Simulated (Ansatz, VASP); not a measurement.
**Two plane-wave programs on Mo**

File INCAR:

```
SYSTEM = Mo
PREC = Accurate ; ENCUT = 520
EDIFF = 1E-6 ; ISMEAR = 0
SIGMA = 0.15 ; LREAL = .False.
LASPH = .True. ; NELM = 80
ALGO = Normal ; ISIF = 2
LWAVE = .False. ; LCHARG = .True.
GGA = PE ; LELF = .True.
LVHAR = .True. ; NBANDS = 13
```

Contents of KPOINTS:

```
regular mesh
0
Gamma
  22 22 22
  0 0 0
```

The input POSCAR:

```
Mo
1.0
    0.0000000000      1.9739967131      1.9739967131
    1.9739967131      0.0000000000      1.9739967131
    1.9739967131      1.9739967131      0.0000000000
Mo
1
Direct
    0.0000000000      0.0000000000      0.0000000000
```

Input for Ansatz:

```yaml
crystal:
  lattice:
    - [0.0, 1.9739967131, 1.9739967131]
    - [1.9739967131, 0.0, 1.9739967131]
    - [1.9739967131, 1.9739967131, 0.0]
  atoms:
    - { symbol: Mo, position: [0.0, 0.0, 0.0] }
basis:
  ecutwfc: 420
kpoints:
  mp_grid: { grid: [22, 22, 22] }
hamiltonian:
  xc: pbe
scf:
  occupations: { method: gaussian, width: 0.15 }
output:
  forces: true
  stress: true
  eigenvalues: true
```

Alike in both runs: task single point; functional PBE; k mesh 22 × 22 × 22; occupations gaussian, width 0.15 eV; no spin polarisation.

```csv
,VASP,Ansatz
version,VASP 6.6.1,Ansatz 0.2.0
potentials or method,"VASP PAW PBE potentials, release 64 (Mo_sv)","scalar-relativistic, plane waves, PAW"
plane-wave cutoff (eV),520,420
valence electrons in the cell,14,14
```

|  | VASP | Ansatz | Ansatz less VASP |
| --- | --- | --- | --- |
| gap on the k mesh at the Fermi level (eV) | none | none | - |
| pressure (GPa) | 11.1 | 10.6 | -0.56 |

A gap of «none» marks a metal or a gap that the smearing closes.
